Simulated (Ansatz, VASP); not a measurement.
# One calculation of Ca, two programs

```xyz
3
Lattice="5.3155 0.0000 0.0000 0.0000 5.3155 0.0000 0.0000 0.0000 5.3155" Properties=species:S:1:pos:R:3 pbc="T T T"
Ca    2.6578    0.0000    0.0000
Ca    0.0000    2.6578    0.0000
Ca    0.0000    0.0000    2.6578
```

Alike in both runs: functional PBE; k mesh 4 × 4 × 4; occupations gaussian, width 0.1 eV; no spin polarisation.

Ansatz relaxed the structure, and its values are those at the end. VASP's run is a single point on that final structure, the one shown.

|  | VASP | Ansatz |
| --- | --- | --- |
| version | VASP 6.6.1 | Ansatz 0.2.0 |
| potentials or method | VASP PAW PBE potentials, release 64 (Ca_sv) | scalar-relativistic, plane waves, PAW |
| plane-wave cutoff (eV) | 520 | 420 |
| valence electrons in the cell | 30 | 30 |

|  | VASP | Ansatz | Ansatz less VASP |
| --- | --- | --- | --- |
| gap on the k mesh at the Fermi level (eV) | none | none | - |
| pressure (GPa) | 0.2 | 0.2 | 0.00 |

A gap of «none» marks a metal or a gap that the smearing closes. With one functional, cell and mesh, what is left measures potentials, basis and numerics.
